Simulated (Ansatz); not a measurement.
# The perfect (8,0) GaN nanotube

Aim: is the (8,0) GaN nanotube a metal or a semiconductor?

Main program and level: Ansatz 0.2.0; DFT PBE, plane waves, PAW; relaxation of a wire's period, in the first sound run; inputs show where later runs differ.

## 1. The structure

The cell holds 32 atoms: 16 Ga and 16 N. Cell: a = 14.960 Å, b = 14.960 Å, c = 5.550 Å, α = 90.0°, β = 90.0°, γ = 90.0°. Vacuum lies along a and b. The structure's axis is c.

Structure file:

```xyz
32
Lattice="14.9600 0.0000 0.0000 0.0000 14.9600 0.0000 0.0000 0.0000 5.5500" Properties=species:S:1:pos:R:3
Ga    3.4000    7.4798    0.0000
Ga    4.5950   10.3647    0.0000
Ga    4.5950    4.5950    0.0000
Ga    7.4798   11.5597    0.0000
Ga    7.4798    3.4000    0.0000
Ga   10.3647   10.3647    0.0000
Ga   10.3647    4.5950    0.0000
Ga   11.5597    7.4798    0.0000
N     3.4000    7.4798    1.8500
N     4.5950   10.3647    1.8500
N     4.5950    4.5950    1.8500
N     7.4798   11.5597    1.8500
N     7.4798    3.4000    1.8500
N    10.3647   10.3647    1.8500
N    10.3647    4.5950    1.8500
N    11.5597    7.4798    1.8500
Ga    3.7106    9.0411    2.7750
Ga    3.7106    5.9185    2.7750
Ga    5.9185   11.2491    2.7750
Ga    5.9185    3.7106    2.7750
Ga    9.0411   11.2491    2.7750
Ga    9.0411    3.7106    2.7750
Ga   11.2491    9.0411    2.7750
Ga   11.2491    5.9185    2.7750
N     3.7106    9.0411    4.6250
N     3.7106    5.9185    4.6250
N     5.9185   11.2491    4.6250
N     5.9185    3.7106    4.6250
N     9.0411   11.2491    4.6250
N     9.0411    3.7106    4.6250
N    11.2491    9.0411    4.6250
N    11.2491    5.9185    4.6250
```

## 2. Relaxation of atoms and period

Band widths follow the bond lengths, so the wire is relaxed first. The atoms and the third cell vector are free; the box across stays fixed as vacuum. A Fermi-Dirac smearing is set since the result may be a metal. The pressure printed is a third of the stress's trace over the whole box, vacuum included; only the stress along the axis is relaxed.

input.yaml reads:

```yaml
crystal:
  lattice:
    - [14.96, 0.0, 0.0]
    - [0.0, 14.96, 0.0]
    - [0.0, 0.0, 5.55]
  atoms:
    - { symbol: Ga, position: [0.227272727, 0.499988892, 0.0] }
    - { symbol: Ga, position: [0.307149443, 0.692828342, 0.0] }
    - { symbol: Ga, position: [0.307149443, 0.307149443, 0.0] }
    - { symbol: Ga, position: [0.499988892, 0.772705057, 0.0] }
    - { symbol: Ga, position: [0.499988892, 0.227272727, 0.0] }
    - { symbol: Ga, position: [0.692828342, 0.692828342, 0.0] }
    - { symbol: Ga, position: [0.692828342, 0.307149443, 0.0] }
    - { symbol: Ga, position: [0.772705057, 0.499988892, 0.0] }
    - { symbol: "N", position: [0.227272727, 0.499988892, 0.333333333] }
    - { symbol: "N", position: [0.307149443, 0.692828342, 0.333333333] }
    - { symbol: "N", position: [0.307149443, 0.307149443, 0.333333333] }
    - { symbol: "N", position: [0.499988892, 0.772705057, 0.333333333] }
    - { symbol: "N", position: [0.499988892, 0.227272727, 0.333333333] }
    - { symbol: "N", position: [0.692828342, 0.692828342, 0.333333333] }
    - { symbol: "N", position: [0.692828342, 0.307149443, 0.333333333] }
    - { symbol: "N", position: [0.772705057, 0.499988892, 0.333333333] }
    - { symbol: Ga, position: [0.248032009, 0.60435285, 0.5] }
    - { symbol: Ga, position: [0.248032009, 0.395624934, 0.5] }
    - { symbol: Ga, position: [0.395624934, 0.751945775, 0.5] }
    - { symbol: Ga, position: [0.395624934, 0.248032009, 0.5] }
    - { symbol: Ga, position: [0.60435285, 0.751945775, 0.5] }
    - { symbol: Ga, position: [0.60435285, 0.248032009, 0.5] }
    - { symbol: Ga, position: [0.751945775, 0.60435285, 0.5] }
    - { symbol: Ga, position: [0.751945775, 0.395624934, 0.5] }
    - { symbol: "N", position: [0.248032009, 0.60435285, 0.833333333] }
    - { symbol: "N", position: [0.248032009, 0.395624934, 0.833333333] }
    - { symbol: "N", position: [0.395624934, 0.751945775, 0.833333333] }
    - { symbol: "N", position: [0.395624934, 0.248032009, 0.833333333] }
    - { symbol: "N", position: [0.60435285, 0.751945775, 0.833333333] }
    - { symbol: "N", position: [0.60435285, 0.248032009, 0.833333333] }
    - { symbol: "N", position: [0.751945775, 0.60435285, 0.833333333] }
    - { symbol: "N", position: [0.751945775, 0.395624934, 0.833333333] }
kpoints:
  mp_grid: { grid: [1, 1, 15] }
scf:
  occupations: { method: fermi_dirac, width: 0.05 }
hamiltonian:
  xc: pbe
relax:
  cell: { fix: [a, b, alpha, beta, gamma] }
  max_steps: 45
  f_tol: 0.03
```

Command:

```
> ansatz run input.yaml --threads 4 --pin off --max-ram 16384MiB --backend cpu --events-out ev --progress --plain --runs-dir out
```

Numbers of over 12 decimals in the logs are rounded to 6 here.

The program printed:

```text
Engine: ansatz 0.2.0, aarch64-unknown-linux-gnu
Pseudopotentials: kind: paw
Pseudopotential: Ga, paw, valence charge 13, recommended cutoff 420 eV (normal), Ga.paw.azcp
Pseudopotential: N, paw, valence charge 5, recommended cutoff 420 eV (normal), N.paw.azcp
Functional definition: PBE
  parameter kappa = 0.804
  parameter beta = 0.066725
  exchange = pbe_x(kappa = kappa, mu = beta*pi^2/3)
  correlation = pbe_c(beta = beta)
Crystal: 32 atoms, lattice volume = 1242.099 Å³
Basis set: ecut = 420 eV, 24247 PW (Γ), exchange–correlation on 200×200×80 points (8 copies of the dense FFT grid, shifted against one another)
Bands: 176, of which v1, the nominal top of the filled ones, is band 144 counted from 1 (143 counted from 0)
Symmetry: 8 space group operations
Space group: P4mm (ITA 99), of the structure as read, at distance tolerance 1.1e-4 Å
k-points: 8 of 15 (time reversal used)
Non-local potential: Ga, projectors of the file, l = 0: 2, l = 1: 2, l = 2: 3, l = 3: 1
Non-local potential: N, projectors of the file, l = 0: 2, l = 1: 2, l = 2: 1
PAW form: soft (Blöchl's): semilocal exchange-correlation on the pseudo side does not see the compensation charge
PAW one-centre angular grid: Ga, 590 points (default); XC on 64 Gauss nodes
PAW one-centre angular grid: N, 110 points (default); XC on 64 Gauss nodes
Initial density: superposition of atomic densities (neutral atoms: chi_scale 0, normalization atom), corrected by the library's trained network
Initial wavefunctions: pseudopotential atomic-orbital guess
Functional: x = pbe(κ = 0.804, μ = 0.219515), c = pbe(β = 0.066725)
SCF iter   1: F=—  HF=-66672.625833 eV  |F-HF|=—  |Δ(HF+E_count)|=         —  Δρ=1.87e-3  dr2=2.94e-2  ethr=1.77e-3  ⟨swp⟩=6.0  Hψ=5927  notcnv=0  defer=45
preconditioner: auto → Resta (q_TF=auto, 2.138 Å⁻¹)  ε∞=2.5  [insulator: Δε(μ)=1.828 eV  Ē_g=14.759 eV  σ=0.050 eV  W_gap=1.00  n_scr=202 (ndim 8)  ℏωp=17.9 eV  f_vac=0.592  D(μ)=0.00/eV (n_scr^D=0)  ε∞_Penn≈2.5  vacuum switching on, ρ_ref=1.6e-2 e/Å³]
SCF iter   2: F=—  HF=-66672.645976 eV  |F-HF|=—  |Δ(HF+E_count)|=   2.01e-2  Δρ=8.20e-4  dr2=4.50e-3  ethr=1.02e-5  ⟨swp⟩=2.0  Hψ=2053  notcnv=0  defer=212
SCF iter   3: F=—  HF=-66672.654855 eV  |F-HF|=—  |Δ(HF+E_count)|=   8.88e-3  Δρ=3.81e-4  dr2=1.09e-3  ethr=1.56e-6  ⟨swp⟩=2.0  Hψ=1614  notcnv=0  defer=212
SCF iter   4: F=—  HF=-66672.656972 eV  |F-HF|=—  |Δ(HF+E_count)|=   2.12e-3  Δρ=6.95e-5  dr2=4.23e-5  ethr=3.78e-7  ⟨swp⟩=2.0  Hψ=2381  notcnv=0  defer=212
SCF iter   5: F=—  HF=-66672.656284 eV  |F-HF|=—  |Δ(HF+E_count)|=   6.88e-4  Δρ=2.58e-5  dr2=6.41e-6  ethr=1.47e-8  ⟨swp⟩=2.0  Hψ=2348  notcnv=0  defer=212
SCF iter   6: F=—  HF=-66672.656289 eV  |F-HF|=—  |Δ(HF+E_count)|=   4.68e-6  Δρ=8.59e-6  dr2=8.85e-7  ethr=2.23e-9  ⟨swp⟩=2.0  Hψ=2348  notcnv=0  defer=212
SCF iter   7: F=—  HF=-66672.656290 eV  |F-HF|=—  |Δ(HF+E_count)|=   1.02e-6  Δρ=4.84e-6  dr2=3.49e-7  ethr=3.07e-10  ⟨swp⟩=2.0  Hψ=2348  notcnv=0  defer=212
SCF iter   8: F=-66672.656290 eV  HF=-66672.656290 eV  |F-HF|=1.89e-8  |Δ(HF+E_count)|=   4.48e-8  Δρ=1.21e-6  dr2=1.15e-8  ethr=3.47e-11  ⟨swp⟩=2.8  Hψ=4266  notcnv=0
SCF 1 converged in 8 iterations: F = -66672.656290 eV  dr2 = 1.15e-8
  greatest PAW one-centre occupation: 0.996 electrons in one spin orbital (limit 2), on the Ga atom at site 19 (counted from 0), in its partial waves of l = 2
relax step   1: F+E_penalty+E_count = -66672.65628996 eV  Δ(F+E_penalty+E_count) = +0.000e0 eV  max|allowed force component| = 6.371e-1 eV/Å  Δτ_max = 0.0000 Å  P = +1.190 GPa  Ω = 1242.099 Å³  fix = [a, b, alpha, beta, gamma]  reactions: a +1.401, b +1.401 GPa  (8 SCF iters, dr2 threshold 1.00e-7 eV, accepted)
Crystal: 32 atoms, lattice volume = 1239.558 Å³
Basis set: ecut = 420 eV, 24223 PW (Γ), exchange–correlation on 200×200×80 points (8 copies of the dense FFT grid, shifted against one another)
Initial density: handed on by an earlier stage of this run
Initial wavefunctions: those handed on with the density
iter 1 solved again at ethr=5.12e-4 eV; its pass at ethr=3.10e-3 eV (dr2=1.47e0 eV) is discarded
SCF iter   1: F=—  HF=-66673.750454 eV  |F-HF|=—  |Δ(HF+E_count)|=         —  Δρ=7.07e-3  dr2=1.51e0  ethr=5.12e-4  ⟨swp⟩=3.2  Hψ=5609  notcnv=0
preconditioner: auto → Resta (q_TF=auto, 2.139 Å⁻¹)  ε∞=2.5  [insulator: Δε(μ)=1.910 eV  Ē_g=14.726 eV  σ=0.050 eV  W_gap=1.00  n_scr=202 (ndim 8)  ℏωp=17.9 eV  f_vac=0.590  D(μ)=0.00/eV (n_scr^D=0)  ε∞_Penn≈2.5  vacuum switching on, ρ_ref=1.6e-2 e/Å³]
SCF iter   2: F=—  HF=-66673.336157 eV  |F-HF|=—  |Δ(HF+E_count)|=   4.14e-1  Δρ=2.74e-3  dr2=8.18e-2  ethr=5.12e-4  ⟨swp⟩=4.4  Hψ=2319  notcnv=0
SCF iter   3: F=—  HF=-66673.314684 eV  |F-HF|=—  |Δ(HF+E_count)|=   2.15e-2  Δρ=8.66e-4  dr2=5.03e-3  ethr=2.84e-5  ⟨swp⟩=2.4  Hψ=2061  notcnv=0  defer=23
SCF iter   4: F=—  HF=-66673.314371 eV  |F-HF|=—  |Δ(HF+E_count)|=   3.13e-4  Δρ=2.62e-4  dr2=6.80e-4  ethr=1.75e-6  ⟨swp⟩=2.0  Hψ=2408  notcnv=0  defer=22
SCF iter   5: F=—  HF=-66673.312939 eV  |F-HF|=—  |Δ(HF+E_count)|=   1.43e-3  Δρ=9.62e-5  dr2=7.27e-5  ethr=2.36e-7  ⟨swp⟩=2.0  Hψ=2468  notcnv=0  defer=22
SCF iter   6: F=—  HF=-66673.312959 eV  |F-HF|=—  |Δ(HF+E_count)|=   2.04e-5  Δρ=2.49e-5  dr2=9.26e-6  ethr=2.53e-8  ⟨swp⟩=2.0  Hψ=1700  notcnv=0  defer=22
SCF iter   7: F=-66673.312958 eV  HF=-66673.312958 eV  |F-HF|=4.64e-7  |Δ(HF+E_count)|=   1.01e-6  Δρ=7.90e-6  dr2=1.28e-6  ethr=1.11e-9  ⟨swp⟩=4.0  Hψ=4787  notcnv=0
SCF 2 converged in 7 iterations: F = -66673.312958 eV  dr2 = 1.28e-6
  greatest PAW one-centre occupation: 0.996 electrons in one spin orbital (limit 2), on the Ga atom at site 5 (counted from 0), in its partial waves of l = 2
relax step   2: F+E_penalty+E_count = -66673.31295769 eV  Δ(F+E_penalty+E_count) = -6.567e-1 eV  max|allowed force component| = 1.632e-1 eV/Å  Δτ_max = 0.1003 Å  P = +0.465 GPa  Ω = 1239.558 Å³  energy of the carried Pulay correction = +2.244e-3 eV  fix = [a, b, alpha, beta, gamma]  reactions: a +0.573, b +0.573 GPa  (7 SCF iters, dr2 threshold 3.20e-6 eV, accepted)
Crystal: 32 atoms, lattice volume = 1237.592 Å³
Basis set: ecut = 420 eV, 24159 PW (Γ), exchange–correlation on 200×200×80 points (8 copies of the dense FFT grid, shifted against one another)
iter 1 solved again at ethr=1.04e-4 eV; its pass at ethr=3.10e-3 eV (dr2=2.98e-1 eV) is discarded
SCF iter   1: F=—  HF=-66673.448879 eV  |F-HF|=—  |Δ(HF+E_count)|=         —  Δρ=4.03e-3  dr2=3.13e-1  ethr=1.04e-4  ⟨swp⟩=4.6  Hψ=5035  notcnv=0
[...]
Initial wavefunctions: pseudopotential atomic-orbital guess (no wavefunctions were taken with the density)
iter 1 solved again at ethr=4.59e-8 eV; its pass at ethr=3.10e-3 eV (dr2=1.32e-4 eV) is discarded
SCF iter   1: F=—  HF=-66673.362766 eV  |F-HF|=—  |Δ(HF+E_count)|=         —  Δρ=1.35e-5  dr2=3.21e-7  ethr=4.59e-8  ⟨swp⟩=4.1  Hψ=10546  notcnv=0
preconditioner: auto → Resta (q_TF=auto, 2.140 Å⁻¹)  ε∞=2.5  [insulator: Δε(μ)=1.918 eV  Ē_g=14.754 eV  σ=0.050 eV  W_gap=1.00  n_scr=202 (ndim 8)  ℏωp=17.9 eV  f_vac=0.587  D(μ)=0.00/eV (n_scr^D=0)  ε∞_Penn≈2.5  vacuum switching on, ρ_ref=1.6e-2 e/Å³]
SCF iter   2: F=—  HF=-66673.361366 eV  |F-HF|=—  |Δ(HF+E_count)|=   1.40e-3  Δρ=7.13e-6  dr2=1.30e-7  ethr=1.11e-10  ⟨swp⟩=3.0  Hψ=2705  notcnv=0
SCF iter   3: F=—  HF=-66673.361366 eV  |F-HF|=—  |Δ(HF+E_count)|=   2.89e-7  Δρ=2.47e-6  dr2=2.29e-8  ethr=4.52e-11  ⟨swp⟩=2.0  Hψ=2465  notcnv=0
SCF iter   4: F=—  HF=-66673.361366 eV  |F-HF|=—  |Δ(HF+E_count)|=   2.67e-8  Δρ=3.54e-7  dr2=1.29e-9  ethr=7.95e-12  ⟨swp⟩=2.0  Hψ=2560  notcnv=0
SCF iter   5: F=-66673.361366 eV  HF=-66673.361366 eV  |F-HF|=0.00e0  |Δ(HF+E_count)|=    0.00e0  Δρ=1.62e-7  dr2=2.06e-10  ethr=1.00e-12  ⟨swp⟩=5.0  Hψ=4812  notcnv=0
SCF 5 converged in 5 iterations: F = -66673.361366 eV  dr2 = 2.06e-10
  greatest PAW one-centre occupation: 0.996 electrons in one spin orbital (limit 2), on the Ga atom at site 2 (counted from 0), in its partial waves of l = 2
relax step   5: F+E_penalty+E_count = -66673.36136645 eV  Δ(F+E_penalty+E_count) = +4.025e-3 eV  max|allowed force component| = 5.524e-3 eV/Å  Δτ_max = 0.0000 Å  P = +0.010 GPa  Ω = 1237.143 Å³  fix = [a, b, alpha, beta, gamma]  reactions: a +0.011, b +0.011 GPa  stress off target by 7.36e-3 GPa on what of the cell is left free  SCF on the basis re-selected at this cell (its energy is not comparable with the rows above)  (5 SCF iters)
basis re-selected at this cell: Δ(F+E_penalty+E_count) = +4.025e-3 eV, ΔP = -0.005 GPa vs the last step (what re-selecting the basis moved, of the pressure what is left beyond the Pulay correction that the steps carried, after the strain that the cell walked since its last selection, with what the two solves' SCF thresholds leave and, on support functions, any second-order correction that the steps lacked; it is no m [...]
SCF converged after 5 iterations
Free energy (F): -66673.361366 eV
Harris-Foulkes:  -66673.361366 eV  (|F-HF|=0.00e0)
Internal energy: -66673.361366 eV  (E = F + TS)
E sigma→0 (E₀):  -66673.361366 eV
Fermi energy:    -0.057628 eV
--- Per-component energies (eV) ---
  E_band       = -3107.340331
  E_kinetic    = 3908.585479
  E_local      = -99306.247134  (includes V_loc(G=0)·N_el)
  E_nonlocal   = 7566.367771
  E_hartree    = 46892.946753
  E_xc         = -2043.165641
  E_vxc        = -2118.820373  (∫ρ·V_xc dr)
  E_paw        = -33893.072117  (= ΣΔE_a)
  E_vpaw       = -6943.118081  (= ΣTr[D̂ρ^β])
  E_aug_tail   = -0.000509  (compensation charges beyond the density's cutoff)
  E_ewald      = 10201.224033
  E_smearing   = -0.000000  (= −TS)
  E_closure    = -0.000000  (closes the sum)
  Σ components = -66673.361366   (vs F -66673.361366, Δ=0.00e0)
--- Forces (eV/Å), atoms counted from 1 ---
  atom   1  Ga    -0.00552405    -0.00000000    -0.00357766
  atom   2  Ga    -0.00402366     0.00402366    -0.00360802
  atom   3  Ga    -0.00402366    -0.00402366    -0.00360802
  atom   4  Ga    -0.00000000     0.00552405    -0.00357766
  atom   5  Ga    -0.00000000    -0.00552405    -0.00357766
  atom   6  Ga     0.00402366     0.00402366    -0.00360802
  atom   7  Ga     0.00402366    -0.00402366    -0.00360802
  atom   8  Ga     0.00552405     0.00000000    -0.00357766
  atom   9  N      0.00300251     0.00000000     0.00361196
  atom  10  N      0.00206154    -0.00206154     0.00355868
  atom  11  N      0.00206154     0.00206154     0.00355868
  atom  12  N      0.00000000    -0.00300251     0.00361196
  atom  13  N      0.00000000     0.00300251     0.00361196
  atom  14  N     -0.00206154    -0.00206154     0.00355868
  atom  15  N     -0.00206154     0.00206154     0.00355868
  atom  16  N     -0.00300251    -0.00000000     0.00361196
  atom  17  Ga    -0.00517113     0.00207668    -0.00358809
  atom  18  Ga    -0.00517113    -0.00207668    -0.00358809
  atom  19  Ga    -0.00207668     0.00517113    -0.00358809
  atom  20  Ga    -0.00207668    -0.00517113    -0.00358809
  atom  21  Ga     0.00207668     0.00517113    -0.00358809
  atom  22  Ga     0.00207668    -0.00517113    -0.00358809
  atom  23  Ga     0.00517113     0.00207668    -0.00358809
  atom  24  Ga     0.00517113    -0.00207668    -0.00358809
  atom  25  N      0.00274143    -0.00114168     0.00359567
  atom  26  N      0.00274143     0.00114168     0.00359567
  atom  27  N      0.00114168    -0.00274143     0.00359567
  atom  28  N      0.00114168     0.00274143     0.00359567
  atom  29  N     -0.00114168    -0.00274143     0.00359567
  atom  30  N     -0.00114168     0.00274143     0.00359567
  atom  31  N     -0.00274143    -0.00114168     0.00359567
  atom  32  N     -0.00274143     0.00114168     0.00359567
  max |Σ_I F_I| component: 4.29e-7 eV/Å
--- Stress (GPa, compression-positive) ---
        0.010576      -0.000000       0.000000
       -0.000000       0.010576      -0.000000
        0.000000      -0.000000       0.007362
  P = ⅓ Tr σ = 0.0095 GPa (0.095 kbar)
--- Relaxed structure (4 steps of the walk, 4 accepted, 1 SCFs on fresh bases) ---
  F+E_penalty+E_count = -66673.36136645 eV   max|allowed force component| = 5.524e-3 eV/Å   (the final SCF, on the basis selected at the relaxed cell)
  cell:  # Å, volume = 1237.1427 Å³
    - [14.96, 0.0, 0]
    - [0.0, 14.96, 0.0]
    - [0, 0.0, 5.527855]
  atoms:
    - { symbol: Ga, position: [0.226774, 0.499989, -0.000931522] }
    - { symbol: Ga, position: [0.306776, 0.693202, -0.000924507] }
    - { symbol: Ga, position: [0.306776, 0.306776, -0.000924507] }
    - { symbol: Ga, position: [0.499989, 0.773204, -0.000931522] }
    - { symbol: Ga, position: [0.499989, 0.226774, -0.000931522] }
    - { symbol: Ga, position: [0.693202, 0.693202, -0.000924507] }
    - { symbol: Ga, position: [0.693202, 0.306776, -0.000924507] }
    - { symbol: Ga, position: [0.773204, 0.499989, -0.000931522] }
    - { symbol: N, position: [0.217597, 0.499989, 0.334255] }
    - { symbol: N, position: [0.300266, 0.699712, 0.334267] }
    - { symbol: N, position: [0.300266, 0.300266, 0.334267] }
    - { symbol: N, position: [0.499989, 0.782380, 0.334255] }
    - { symbol: N, position: [0.499989, 0.217597, 0.334255] }
    - { symbol: N, position: [0.699712, 0.699712, 0.334267] }
    - { symbol: N, position: [0.699712, 0.300266, 0.334267] }
    - { symbol: N, position: [0.782380, 0.499989, 0.334255] }
    - { symbol: Ga, position: [0.247555, 0.604556, 0.499071] }
    - { symbol: Ga, position: [0.247555, 0.395421, 0.499071] }
    - { symbol: Ga, position: [0.395421, 0.752423, 0.499071] }
    - { symbol: Ga, position: [0.395421, 0.247555, 0.499071] }
    - { symbol: Ga, position: [0.604556, 0.752423, 0.499071] }
    - { symbol: Ga, position: [0.604556, 0.247555, 0.499071] }
    - { symbol: Ga, position: [0.752423, 0.604556, 0.499071] }
    - { symbol: Ga, position: [0.752423, 0.395421, 0.499071] }
    - { symbol: N, position: [0.239062, 0.608070, 0.834262] }
    - { symbol: N, position: [0.239062, 0.391908, 0.834262] }
    - { symbol: N, position: [0.391908, 0.760916, 0.834262] }
    - { symbol: N, position: [0.391908, 0.239062, 0.834262] }
    - { symbol: N, position: [0.608070, 0.760916, 0.834262] }
    - { symbol: N, position: [0.608070, 0.239062, 0.834262] }
    - { symbol: N, position: [0.760916, 0.608070, 0.834262] }
    - { symbol: N, position: [0.760916, 0.391908, 0.834262] }
```

It took 4.4 min on 4 threads of Arm Neoverse V1, shared host; peak memory 4.1 GiB.

The steps of the relaxation:

| step | energy less that of the first step (eV) | largest force component (eV/Å) | pressure (GPa) | volume (Å³) |
| --- | --- | --- | --- | --- |
| 1 | 0.0000 | 0.6371 | 1.19 | 1242.10 |
| 2 | -0.6567 | 0.1632 | 0.46 | 1239.56 |
| 3 | -0.7077 | 0.0126 | -0.11 | 1237.59 |
| 4 | -0.7091 | 0.0055 | 0.01 | 1237.14 |
| 5* | -0.7051 | 0.0055 | 0.01 | 1237.14 |

Relaxation steps marked * repeat the geometry before them on a plane-wave basis chosen anew for their cell, so energy and pressure can jump there.

The run keeps the 8 symmetry operations that it works with, so distortions that break them were not tested.

| cell as run | before | after | change |
| --- | --- | --- | --- |
| c (Å) | 5.550 | 5.528 | -0.4 % |

The atoms that moved most (Å, along periodic axes as changes of fractional coordinates times the final cell, across vacuum about the mean position):

| atom | dx | dy | dz | length |
| --- | --- | --- | --- | --- |
| N11 | -0.103 | -0.103 | 0.005 | 0.146 |
| N10 | -0.103 | 0.103 | 0.005 | 0.146 |
| N15 | 0.103 | -0.103 | 0.005 | 0.146 |
| N14 | 0.103 | 0.103 | 0.005 | 0.146 |
| N29 | 0.056 | 0.134 | 0.005 | 0.145 |
| N31 | 0.134 | 0.056 | 0.005 | 0.145 |
| N27 | -0.056 | 0.134 | 0.005 | 0.145 |
| N32 | 0.134 | -0.056 | 0.005 | 0.145 |

The relaxed structure:

```xyz
32
Lattice="14.9600 0.0000 0.0000 0.0000 14.9600 0.0000 0.0000 0.0000 5.5279" Properties=species:S:1:pos:R:3
Ga    3.3925    7.4798   -0.0051
Ga    4.5894   10.3703   -0.0051
Ga    4.5894    4.5894   -0.0051
Ga    7.4798   11.5671   -0.0051
Ga    7.4798    3.3925   -0.0051
Ga   10.3703   10.3703   -0.0051
Ga   10.3703    4.5894   -0.0051
Ga   11.5671    7.4798   -0.0051
N     3.2553    7.4798    1.8477
N     4.4920   10.4677    1.8478
N     4.4920    4.4920    1.8478
N     7.4798   11.7044    1.8477
N     7.4798    3.2553    1.8477
N    10.4677   10.4677    1.8478
N    10.4677    4.4920    1.8478
N    11.7044    7.4798    1.8477
Ga    3.7034    9.0442    2.7588
Ga    3.7034    5.9155    2.7588
Ga    5.9155   11.2562    2.7588
Ga    5.9155    3.7034    2.7588
Ga    9.0442   11.2562    2.7588
Ga    9.0442    3.7034    2.7588
Ga   11.2562    9.0442    2.7588
Ga   11.2562    5.9155    2.7588
N     3.5764    9.0967    4.6117
N     3.5764    5.8629    4.6117
N     5.8629   11.3833    4.6117
N     5.8629    3.5764    4.6117
N     9.0967   11.3833    4.6117
N     9.0967    3.5764    4.6117
N    11.3833    9.0967    4.6117
N    11.3833    5.8629    4.6117
```

This step gave:

- cell length along the wire: 5.528 Å

The cell's length comes to 5.528 Å with spin left out.

(Continued in part 2 of 3.)

[Logs are printed without paths, hosts, clocks, repeated set-up lines and the standing remarks that a program may print on its own settings, such as how far it seeks lower states.]

[Hosts, paths, dates, database ids (printed as entryN), source tags and the programs' standing remarks are cut or masked in the printed files.]
